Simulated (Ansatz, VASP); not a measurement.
**InP (InP(110)): VASP beside Ansatz**

Wanted: the spread between two codes on one cell, functional and k mesh. The structure shown is the end of the VASP relaxation below.

Main program and level: Ansatz 0.2.0; plane waves, with VASP 6.6.1 beside it; single point at PBE and band structure at PBE.

## 1. The structure

The cell holds 18 atoms: 9 In and 9 P. Cell: a = 4.284 Å, b = 6.059 Å, c = 32.864 Å, α = 90.0°, β = 90.0°, γ = 90.0°. It derives from InP. As first built, before any earlier steps moved the atoms: 9 layers, strained by +1 % in the plane. Vacuum lies along c.

## 2. VASP: relaxation, PBE

This run makes the geometry at which the two programs are then compared.

Lines of VASP's logs that name or quote its potential files are left out, and so is its time.

Input file INCAR:

```
SYSTEM = InP
PREC = Normal
ENCUT = 320
EDIFF = 1E-05
NELM = 120
ISMEAR = 0
SIGMA = 0.03
LREAL = Auto
ALGO = Fast
GGA = PE
NBANDS = 54
LORBIT = 11
LWAVE = .FALSE.
LCHARG = .FALSE.
KPAR = 2
NCORE = 2
IBRION = 2
NSW = 60
ISIF = 2
EDIFFG = -0.03
POTIM = 0.4
MAXMIX = 40
IDIPOL = 3
LDIPOL = .TRUE.
DIPOL = 0.5 0.5 0.5
```

Input file POSCAR:

```
InP
1.0
    4.2842012783      0.0000000000      0.0000000000
    0.0000000000      6.0587755518      0.0000000000
    0.0000000000      0.0000000000     32.8637027480
In P
9 9
Direct
    0.0000000000      0.0000000000      0.2434296600
    0.5000000000      0.5000000000      0.3075722500
    0.0000000000      0.0000000000      0.3717148300
    0.5000000000      0.5000000000      0.4358574200
    0.0000000000      0.0000000000      0.5000000000
    0.5000000000      0.5000000000      0.5641425800
    0.0000000000      0.0000000000      0.6282851700
    0.5000000000      0.5000000000      0.6924277500
    0.0000000000      0.0000000000      0.7565703400
    0.0000000000      0.7500000000      0.3075722500
    0.5000000000      0.2500000000      0.2434296600
    0.0000000000      0.7500000000      0.4358574200
    0.5000000000      0.2500000000      0.3717148300
    0.0000000000      0.7500000000      0.5641425800
    0.5000000000      0.2500000000      0.5000000000
    0.0000000000      0.7500000000      0.6924277500
    0.5000000000      0.2500000000      0.6282851700
    0.5000000000      0.2500000000      0.7565703400
```

Input file KPOINTS:

```
Automatic mesh
0
Gamma
6 4 1
0 0 0
```

Potentials, in the order of the species: In and P (PBE family, release 64).

Run with:

```
mpirun -np 4 vasp_std
```

Numbers of over 12 decimals in the logs are rounded to 6 here.

What it wrote:

```text
[banner, memory and clock lines left out]
running    4 mpi-ranks, on    1 nodes
 distrk:  each k-point on    2 cores,    2 groups
 distr:  one band on    2 cores,    1 groups

 POSCAR found type information on POSCAR InP
 POSCAR found :  2 types and      18 ions
 LDA part: xc-table for (Slater+PW92), standard interpolation
 POSCAR, INCAR and KPOINTS ok, starting setup
 FFT: planning ... GRIDC
 FFT: planning ... GRID_SOFT
 FFT: planning ... GRID
 WAVECAR not read
 entering main loop
       N       E                     dE             d eps       ncg     rms          rms(c)
DAV:   1     0.297103588466E+03    0.29710E+03   -0.17716E+04  1312   0.671E+02
DAV:   2    -0.354084913529E+02   -0.33251E+03   -0.31943E+03  1688   0.144E+02
DAV:   3    -0.746915485592E+02   -0.39283E+02   -0.38804E+02  1592   0.510E+01
DAV:   4    -0.764588299364E+02   -0.17673E+01   -0.17605E+01  1778   0.126E+01
DAV:   5    -0.765175871256E+02   -0.58757E-01   -0.58720E-01  1720   0.214E+00    0.156E+01
RMM:   6    -0.723858225670E+02    0.41318E+01   -0.63683E+00  1296   0.515E+00    0.879E+00
RMM:   7    -0.721187324549E+02    0.26709E+00   -0.61923E+00  1296   0.487E+00    0.301E+00
RMM:   8    -0.719862461155E+02    0.13249E+00   -0.10712E+00  1296   0.264E+00    0.820E-01
RMM:   9    -0.719641801312E+02    0.22066E-01   -0.83194E-02  1337   0.974E-01    0.428E-01
RMM:  10    -0.719685469457E+02   -0.43668E-02   -0.34887E-02  1519   0.474E-01    0.350E-01
RMM:  11    -0.719707797639E+02   -0.22328E-02   -0.16958E-02  1296   0.315E-01    0.234E-01
RMM:  12    -0.719696456761E+02    0.11341E-02   -0.19508E-03  1305   0.145E-01    0.975E-02
RMM:  13    -0.719697911671E+02   -0.14549E-03   -0.82664E-04  1327   0.797E-02    0.440E-02
RMM:  14    -0.719701566826E+02   -0.36552E-03   -0.46828E-04  1317   0.560E-02    0.557E-02
RMM:  15    -0.719702452128E+02   -0.88530E-04   -0.26137E-04  1391   0.349E-02    0.321E-02
RMM:  16    -0.719702884457E+02   -0.43233E-04   -0.30879E-05   982   0.154E-02    0.276E-02
RMM:  17    -0.719704195883E+02   -0.13114E-03   -0.75940E-05  1195   0.201E-02    0.132E-02
RMM:  18    -0.719704259061E+02   -0.63178E-05   -0.17544E-05   906   0.101E-02
   1 F= -.71970426E+02 E0= -.71970426E+02  d E =-.719704E+02
[... from here on, the cycles between the ionic steps are left out ...]
   2 F= -.72293540E+02 E0= -.72293540E+02  d E =-.323114E+00
  16 F= -.73212017E+02 E0= -.73212017E+02  d E =-.196500E-02
  17 F= -.73212608E+02 E0= -.73212608E+02  d E =-.255573E-02
  18 F= -.73212516E+02 E0= -.73212516E+02  d E =-.246330E-02
  19 F= -.73212809E+02 E0= -.73212809E+02  d E =-.275654E-02
  20 F= -.73214252E+02 E0= -.73214252E+02  d E =-.144258E-02
  21 F= -.73215264E+02 E0= -.73215264E+02  d E =-.245449E-02
  22 F= -.73215727E+02 E0= -.73215727E+02  d E =-.291790E-02
  23 F= -.73216384E+02 E0= -.73216384E+02  d E =-.657195E-03
  24 F= -.73216495E+02 E0= -.73216495E+02  d E =-.767868E-03
  25 F= -.73216505E+02 E0= -.73216505E+02  d E =-.778094E-03
 curvature:  -1.54 expect dE=-0.344E-03 dE for cont linesearch -0.195E-06
 trial: gam= 0.51603 g(F)=  0.223E-03 g(S)=  0.000E+00 ort =-0.103E-04 (trialstep = 0.182E+01)
 search vector abs. value=  0.434E-03
 bond charge predicted
       N       E                     dE             d eps       ncg     rms          rms(c)
DAV:   1    -0.732167468431E+02   -0.24421E-03   -0.15075E-02  1308   0.334E-01    0.160E-01
RMM:   2    -0.732170281185E+02   -0.28128E-03   -0.20891E-03  1296   0.132E-01    0.198E-01
RMM:   3    -0.732166617149E+02    0.36640E-03   -0.65941E-04  1296   0.732E-02    0.112E-01
RMM:   4    -0.732167056064E+02   -0.43891E-04   -0.10552E-04  1291   0.310E-02    0.143E-01
RMM:   5    -0.732167783254E+02   -0.72719E-04   -0.17491E-05   903   0.146E-02    0.150E-01
RMM:   6    -0.732168243416E+02   -0.46016E-04   -0.12986E-05   872   0.100E-02    0.162E-01
RMM:   7    -0.732168217910E+02    0.25506E-05   -0.39362E-06   819   0.670E-03
  26 F= -.73216822E+02 E0= -.73216822E+02  d E =-.316755E-03
 ZBRENT: can't locate minimum, use default step
 trial-energy change:   -0.000317  1 .order   -0.000347   -0.000397   -0.000298
 step:   7.2755(harm=  7.3299)  dis= 0.01164  next Energy=   -73.217304 (dE=-0.799E-03)
 reached required accuracy - stopping structural energy minimisation
```

Parts of OUTCAR (step 2):

```text
ion  position               nearest neighbor table
   1  0.000  0.000  0.243-  10 2.60  11 2.62  11 2.62
   2  0.500  0.500  0.308-  13 2.60  11 2.60  10 2.62  10 2.62
   3  0.000  0.000  0.372-  10 2.60  12 2.60  13 2.62  13 2.62
   4  0.500  0.500  0.436-  15 2.60  13 2.60  12 2.62  12 2.62
   5  0.000  0.000  0.500-  12 2.60  14 2.60  15 2.62  15 2.62
   6  0.500  0.500  0.564-  15 2.60  17 2.60  14 2.62  14 2.62
   7  0.000  0.000  0.628-  16 2.60  14 2.60  17 2.62  17 2.62
   8  0.500  0.500  0.692-  17 2.60  18 2.60  16 2.62  16 2.62
   9  0.000  0.000  0.757-  16 2.60  18 2.62  18 2.62
  10  0.000  0.750  0.308-   3 2.60   1 2.60   2 2.62   2 2.62
  11  0.500  0.250  0.243-   2 2.60   1 2.62   1 2.62
  12  0.000  0.750  0.436-   5 2.60   3 2.60   4 2.62   4 2.62
  13  0.500  0.250  0.372-   2 2.60   4 2.60   3 2.62   3 2.62
  14  0.000  0.750  0.564-   5 2.60   7 2.60   6 2.62   6 2.62
  15  0.500  0.250  0.500-   4 2.60   6 2.60   5 2.62   5 2.62
  16  0.000  0.750  0.692-   7 2.60   9 2.60   8 2.62   8 2.62
  17  0.500  0.250  0.628-   8 2.60   6 2.60   7 2.62   7 2.62
  18  0.500  0.250  0.757-   8 2.60   9 2.62   9 2.62

  LATTYP: Found a simple orthorhombic cell.
 ALAT       =     4.2842012783
 B/A-ratio  =     1.4142135624
 C/A-ratio  =     7.6709054064

 Subroutine GETGRP returns: Found  4 space group operations
 (whereof  4 operations were pure point group operations)

The static configuration has the point symmetry C_2v.

 Found     12 irreducible k-points:

   k-points           NKPTS =     12   k-points in BZ     NKDIM =     12   number of bands    NBANDS=     54

   dimension x,y,z NGX =    20 NGY =   28 NGZ =  144
   dimension x,y,z NGXF=    40 NGYF=   56 NGZF=  288

   ENCUT  =  320.0 eV  23.52 Ry    4.85 a.u.   6.25  8.84 47.93*2*pi/ulx,y,z

   NELECT =      72.0000    total number of electrons

 k-points in reciprocal lattice and weights: Automatic mesh
   0.00000000  0.00000000  0.00000000       0.042
   0.16666667  0.00000000  0.00000000       0.083
   0.33333333  0.00000000  0.00000000       0.083
   0.50000000  0.00000000  0.00000000       0.042
   0.00000000  0.25000000  0.00000000       0.083
   0.16666667  0.25000000  0.00000000       0.167
   0.33333333  0.25000000  0.00000000       0.167
   0.50000000  0.25000000  0.00000000       0.083
   0.00000000  0.50000000  0.00000000       0.042
   0.16666667  0.50000000  0.00000000       0.083
   0.33333333  0.50000000  0.00000000       0.083
   0.50000000  0.50000000  0.00000000       0.042

 dipolmoment           0.000000      0.000000      0.000000 electrons x Angstroem

 average (electrostatic) potential at core
       1 -42.6397       2 -42.4040       3 -42.4540       4 -42.4469       5 -42.4472
       6 -42.4469       7 -42.4540       8 -42.4040       9 -42.6397      10 -88.2716
      11 -87.9805      12 -88.2398      13 -88.2073      14 -88.2398      15 -88.2326
      16 -88.2716      17 -88.2073      18 -87.9805

 E-fermi :  -0.3045

 k-point     1 :       0.0000    0.0000    0.0000
  band No.  band energies     occupation
    ...
     32      -0.6836      2.00000
     33      -0.5691      2.00000
     34      -0.5415      2.00000
     35      -0.5222      2.00000
     36      -0.4515      2.00000
     37       0.3256      0.00000
     38       0.9517      0.00000
     39       1.4182      0.00000
     40       1.5067      0.00000
     41       1.6101      0.00000
    ...

 k-point     2 :       0.1667    0.0000    0.0000
  band No.  band energies     occupation
    ...
     32      -1.3124      2.00000
     33      -1.0822      2.00000
     34      -1.0236      2.00000
     35      -0.8095      2.00000
     36      -0.6084      2.00000
     37       1.3111      0.00000
     38       1.6856      0.00000
     39       1.8375      0.00000
     40       2.0686      0.00000
     41       2.1389      0.00000
    ...

 k-point     3 :       0.3333    0.0000    0.0000
  band No.  band energies     occupation
    ...
     32      -1.7453      2.00000
     33      -1.6291      2.00000
     34      -1.3581      2.00000
     35      -1.0734      2.00000
     36      -0.8325      2.00000
     37       1.3106      0.00000
     38       1.3896      0.00000
     39       1.9333      0.00000
     40       2.0095      0.00000
     41       2.1137      0.00000
    ...

  Total       -5.7470294     -3.4254385     -0.5227633      0.0000000      0.0000000      0.0000000
  in kB      -10.7940090     -6.4336218     -0.9818483      0.0000000      0.0000000      0.0000000
  external PRESSURE =      -6.0698264 kB  Pullay stress =       0.0000000 kB

  energy-cutoff  :      320.00
  volume of cell :      853.04
      direct lattice vectors                 reciprocal lattice vectors
     4.284201278  0.000000000  0.000000000     0.233415737  0.000000000  0.000000000
     0.000000000  6.058775552  0.000000000     0.000000000  0.165049851  0.000000000
     0.000000000  0.000000000 32.863702748     0.000000000  0.000000000  0.030428708

 POSITION                                       TOTAL-FORCE (eV/Angst)
 -----------------------------------------------------------------------------------
      4.28420      0.34733      8.45658        -0.000000     -0.000497      0.002635
      2.14210      2.95183      9.99248        -0.000000      0.011387      0.012944
      0.00000      6.01040     12.24253        -0.000000      0.007286      0.009377
      2.14210      2.97756     14.30028         0.000000     -0.001707     -0.007506
      0.00000      6.02703     16.43185        -0.000000     -0.002254      0.000000
      2.14210      2.97756     18.56343         0.000000     -0.001707      0.007506
      0.00000      6.01040     20.62118        -0.000000      0.007286     -0.009377
      2.14210      2.95183     22.87123        -0.000000      0.011387     -0.012944
      4.28420      0.34733     24.40712        -0.000000     -0.000497     -0.002635
      0.00000      4.45124     10.12691        -0.000000     -0.008374     -0.000634
      2.14210      1.58957      7.76550        -0.000000      0.014253      0.026010
      0.00000      4.48024     14.33558         0.000000     -0.001145     -0.010290
      2.14210      1.46440     12.17409        -0.000000     -0.009962      0.008346
      0.00000      4.48024     18.52813         0.000000     -0.001145      0.010290
      2.14210      1.47150     16.43185        -0.000000     -0.020225      0.000000
      0.00000      4.45124     22.73679        -0.000000     -0.008374      0.000634
      2.14210      1.46440     20.68961        -0.000000     -0.009962     -0.008346
      2.14210      1.58957     25.09821        -0.000000      0.014253     -0.026010
 -----------------------------------------------------------------------------------
    total drift:                                0.000000      0.002398      0.000002

  FREE ENERGIE OF THE ION-ELECTRON SYSTEM (eV)
  ---------------------------------------------------
  free  energy   TOTEN  =       -73.2168217910 eV

  energy  without entropy=      -73.2168217910  energy(sigma->0) =      -73.21682179

 reached required accuracy - stopping structural energy minimisation

 vacuum level on the upper side and lower side of the slab         4.452         4.452

 total charge
# of ion       s       p       d       tot
------------------------------------------
    1        1.253   1.165   0.164   2.582
    2        1.176   1.319   0.205   2.701
    3        1.178   1.325   0.204   2.707
    4        1.178   1.323   0.205   2.706
    5        1.178   1.329   0.206   2.713
    6        1.178   1.323   0.205   2.706
    7        1.178   1.325   0.204   2.707
    8        1.176   1.319   0.205   2.701
    9        1.253   1.165   0.164   2.582
   10        1.043   1.449   0.000   2.493
   11        1.085   1.370   0.000   2.455
   12        1.040   1.453   0.000   2.493
   13        1.042   1.445   0.000   2.487
   14        1.040   1.453   0.000   2.493
   15        1.041   1.452   0.000   2.492
   16        1.043   1.449   0.000   2.493
   17        1.042   1.445   0.000   2.487
   18        1.085   1.370   0.000   2.455
--------------------------------------------------
tot         20.208  24.480   1.763  46.452

[... 3 further parts left out ...]
```

The data set In keeps the semicore shell frozen, which is cheaper and a little less accurate.

(Continued in part 2 of 3.)

[Lines on the potential files, build, host, timing and source positions are cut from VASP's logs without a mark.]

[Logs are printed without paths, hosts, clocks, repeated set-up lines and the standing remarks that a program may print on its own settings, such as how far it seeks lower states.]

[Hosts, paths, dates, database ids (printed as entryN), source tags and the programs' standing remarks are cut or masked in the printed files.]
